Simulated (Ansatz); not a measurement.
**Notes on a calculation: AgI**

The computed numbers are results of PBEsol, scalar-relativistic (no spin polarisation) in the plane-wave PAW code Ansatz at 420 eV, Γ-centred 8×8×8 mesh, 0.05 eV Gaussian smearing; PAW files: Ansatz's generated set soft_2.

The chain of runs began from a cell as deposited in COD, expanded in volume. Of that entry: the entry's cell lengths or inner coordinates differ somewhat from later room-temperature determinations.

The start:

```cif
data_structure
_symmetry_space_group_name_H-M 'P 1'
_symmetry_Int_Tables_number 1
_cell_length_a 4.5923
_cell_length_b 4.5923
_cell_length_c 4.5923
_cell_angle_alpha 60.000
_cell_angle_beta 60.000
_cell_angle_gamma 60.000
_cell_volume 68.48
loop_
_atom_site_label
_atom_site_type_symbol
_atom_site_fract_x
_atom_site_fract_y
_atom_site_fract_z
_atom_site_occupancy
Ag1 Ag 0.00000 0.00000 0.00000 1
I1 I 0.75000 0.75000 0.75000 1
```

The first steps of the search for zero pressure:

```
run   level  k-mesh        kind  V (Å³/atom)  P (GPa)  gap on the mesh (eV)
  1  PBEsol   8×8×8  fixed cell        34.24     -0.7                  1.20
  2  PBEsol   8×8×8  fixed cell        34.09     -0.5                  1.20
```

(1) At which volume does PBEsol reach zero pressure?

Answer:

(1) 33.54 Å³/atom, about 2.0 % under the start.

The steps that followed:

```
run   level  k-mesh        kind  V (Å³/atom)  P (GPa)  E − E(final) (meV/atom)  gap on the mesh (eV)
  3  PBEsol   8×8×8  fixed cell        33.54      0.0                      0.0                  1.20
```

The final structure (symmetry read at 0.01 Å). The structure is cubic, space group F-43m (No. 216). The conventional cell has a = 6.450 Å, b = 6.450 Å, c = 6.450 Å, α = 90.00°, β = 90.00°, γ = 90.00°. Ag (site symmetry -43m) has 4 I at 2.79 Å as nearest neighbours. I (site symmetry -43m) is surrounded by 4 Ag at 2.79 Å. (Shells end 15 % past the nearest neighbour.)

```tsv
atom	site	symmetry	x	y	z
Ag	4a	-43m	0.0000	0.0000	0.0000
I	4c	-43m	0.2500	0.2500	0.2500
```

- At the final geometry the gap, band path included, is 1.20 eV.
- The equation of state gives B0 = 34 GPa and B0′ = 5.4.
- The elastic tensor is positive definite (smallest eigenvalue 7.0 GPa).
- Against the elements' standard states, run alike and uncorrected, the formation energy is -0.19 eV/atom.

**Reading the result.**

Formal charges Ag⁺, I⁻ balance and leave closed shells on every ion, so a band insulator is expected, and the gap is 1.20 eV.

Within 0.6 eV of the edges the projected states are 67 % I 5p at the top of the valence band and 71 % Ag 5s at the bottom of the conduction band. The valence edge mixes anion p with metal states, so the bond is partly covalent and the gap isn't a plain transfer from I to Ag.

Shannon's ionic radii give a check on the bond lengths: Ag⁺ with 4 neighbours 1.00 Å + I⁻ 2.20 Å (six-fold value) = 3.20 Å against a computed mean of 2.79 Å. The largest miss is -13 %; bonds shorter than the sum are usual where the bond is partly covalent, as with large, soft anions.

Semilocal functionals underestimate band gaps, commonly by a third or more. Scalar-relativistic only: spin–orbit splittings of the heavy atoms' levels are missing.
